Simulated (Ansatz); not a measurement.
Crystal: N.

```
N
1.0
     4.08406    0.00000    0.00000
     0.00000    4.08406    0.00000
     0.00000    0.00000    5.34591
N
4
Cartesian
  1.6511 2.4330 2.6730
  0.3909 0.3909 0.0000
  2.4330 1.6511 2.6730
  3.6931 3.6931 0.0000
```

| Property | Result |
| --- | --- |
| Program | Ansatz 0.2.0 |
| Task | relaxation of cell and atoms |
| Functional | r2SCAN |
| Dispersion | rVV10 |
| Potentials or basis | Ansatz PAW |
| Cutoff | 500 eV (not typed: the program's choice for these potentials) |
| k mesh | 7 × 7 × 5 |
| Occupations | fermi-dirac, width 0.05 eV |
| Spin | no spin polarisation |

At the start: volume 22.29 Å³/atom.

Q: Where does the relaxation end?

A: It ends after 6 steps and the volume is 20.19 Å³/atom (-9.4 %); space group P4_2/mnm (No. 136, to 0.05 Å).

The path:
| step | energy change (eV) | largest force (eV/Å) | volume (Å³) |
| --- | --- | --- | --- |
| 1 | 0.0000 | 1.7619 | 89.17 |
| 2 | -0.0248 | 0.1880 | 87.46 |
| 3 | -0.0273 | 0.0689 | 85.98 |
| 4 | -0.0330 | 0.0587 | 79.47 |
| 5 | -0.0326 | 0.0060 | 80.75 |
| 6 | -0.0293 | 0.0056 | 80.75 |

Final structure:
```
CELL_PARAMETERS angstrom
3.96002 0.00000 0.00000
0.00000 3.96002 0.00000
0.00000 0.00000 5.14959
ATOMIC_POSITIONS crystal
N 0.40239 0.59761 0.50000
N 0.09761 0.09761 0.00000
N 0.59761 0.40239 0.50000
N 0.90239 0.90239 0.00000
```

Caveat: the plane-wave basis is chosen anew once the cell has moved, so the energies of steps on either side of that aren't comparable; the PAW data sets come from PBE, with cores solved anew for the run's functional, which leaves a small shift of forces and pressure.
